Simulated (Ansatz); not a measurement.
Density of states of a MgO cell (a packing that fell into a crystal (Fm-3m at 0.1 Å)), per eV and atom, broadened by Gaussian smearing of width 0.1 eV and averaged over bins of 0.4 eV, from 8 eV under the Fermi level at most up to where the solved bands end.

Level of theory: Ansatz, DFT PBE, scalar-relativistic, plane waves, PAW.

Settings: cutoff 420 eV, Γ-centred mesh 4×4×5 on the computed 10-atom cell, Gaussian smearing of 0.02 eV; no spin polarisation.

```yaml
crystal:
  lattice:
    - [5.11287, -0.35265, 0.93596]
    - [-0.36550, 5.11700, -0.90783]
    - [0.96476, -0.98501, 4.02398]
  atoms:
    - { symbol: Mg, position: [0.93150, 0.43909, 0.94507] }
    - { symbol: Mg, position: [0.33149, 0.23912, 0.14509] }
    - { symbol: Mg, position: [0.73150, 0.03913, 0.34509] }
    - { symbol: Mg, position: [0.13151, 0.83912, 0.54509] }
    - { symbol: Mg, position: [0.53150, 0.63913, 0.74510] }
    - { symbol: O, position: [0.33150, 0.23913, 0.64507] }
    - { symbol: O, position: [0.53147, 0.63913, 0.24508] }
    - { symbol: O, position: [0.93146, 0.43908, 0.44506] }
    - { symbol: O, position: [0.13146, 0.83912, 0.04507] }
    - { symbol: O, position: [0.73147, 0.03912, 0.84506] }
```

```tsv
E − E_F (eV)	total	O 2p	Mg 3s	O 2s
-6.65	0.092	0.071	0.020	0.000
-6.25	0.337	0.271	0.059	0.003
-5.85	1.012	0.857	0.118	0.014
-5.45	0.602	0.502	0.073	0.015
-5.05	0.312	0.269	0.025	0.008
-4.65	0.419	0.372	0.022	0.010
-4.25	0.519	0.484	0.011	0.004
-3.85	0.572	0.541	0.010	0.002
-3.45	1.297	1.248	0.013	0.004
-3.05	1.442	1.407	0.003	0.002
-2.65	0.747	0.735	0.000	0.000
-2.25	0.149	0.148	0.000	0.000
-1.85	0.000	0.000	0.000	0.000
-1.45	0.000	0.000	0.000	0.000
-1.05	0.000	0.000	0.000	0.000
-0.65	0.000	0.000	0.000	0.000
-0.25	0.000	0.000	0.000	0.000
0.15	0.000	0.000	0.000	0.000
0.55	0.000	0.000	0.000	0.000
0.95	0.000	0.000	0.000	0.000
1.35	0.000	0.000	0.000	0.000
1.75	0.000	0.000	0.000	0.000
2.15	0.006	0.000	0.003	0.002
2.55	0.000	0.000	0.000	0.000
2.95	0.005	0.001	0.003	0.002
3.35	0.060	0.008	0.033	0.018
3.75	0.022	0.004	0.012	0.006
4.15	0.028	0.005	0.016	0.007
4.55	0.074	0.013	0.042	0.016
4.95	0.087	0.017	0.051	0.017
5.35	0.183	0.029	0.096	0.023
5.75	0.188	0.021	0.077	0.015
```

The columns after the total are the largest Löwdin projections on the valence shells of the potentials, so they needn't add up, and the weight of a shell that a potential lacks goes to other orbitals. The cell has a gap on the mesh of 4.46 eV.

An odd mesh misses points on the zone edge, so a gap read on it can be too wide.

Cost: 2 runs of about 3.3 core-minutes in all (earlier runs that led there not counted), on Intel Xeon Processor @ 2.50GHz (Skylake/Cascade Lake) (shared hosts).